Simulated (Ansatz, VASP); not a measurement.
**HgTe (Coloradoite): VASP and Ansatz over several settings**

```xyz
2
Lattice="0.0000 3.2358 3.2358 3.2358 0.0000 3.2358 3.2358 3.2358 0.0000" Properties=species:S:1:pos:R:3 pbc="T T T"
Hg    0.0000    0.0000    0.0000
Te    4.8537    4.8537    4.8537
```

Single points on this cell with VASP 6.6.1 and Ansatz 0.2.0. Each row is one pair of runs. Alike in all rows: spin: off; k mesh: 7 × 7 × 7; smearing: fermi-dirac, width 0.05 eV; VASP's potentials, cutoff: VASP PAW PBE potentials, release 64 (Hg, Te), 520 eV.

```tsv
level	Ansatz's potentials, cutoff	gap on the k mesh at the Fermi level (eV), VASP	gap on the k mesh at the Fermi level (eV), Ansatz	pressure (GPa), VASP	pressure (GPa), Ansatz
PBE+D4	Ansatz PAW, 420 eV	none	none	1.5	1.5
revPBE	Ansatz PAW, 420 eV	none	none	4.8	4.7
BLYP+D3(BJ)	Ansatz PAW, 420 eV	none	none	2.2	1.9
r2SCAN	Ansatz PAW, 500 eV	none	?	2.2	?
```

**Question.** Fill in what Ansatz gave in row 4.

**Answer.** gap on the k mesh at the Fermi level (eV): none; pressure (GPa): 2.1.

A gap of «none» marks a metal or a gap that the smearing closes.

Caveats: pairwise dispersion overbinds metals, which lowers pressure and volume (some rows); the PAW data sets were made with another functional, which shifts forces and pressure a little (VASP); the PAW data sets come from PBE, with cores solved anew for the run's functional, which leaves a small shift of forces and pressure (Ansatz).
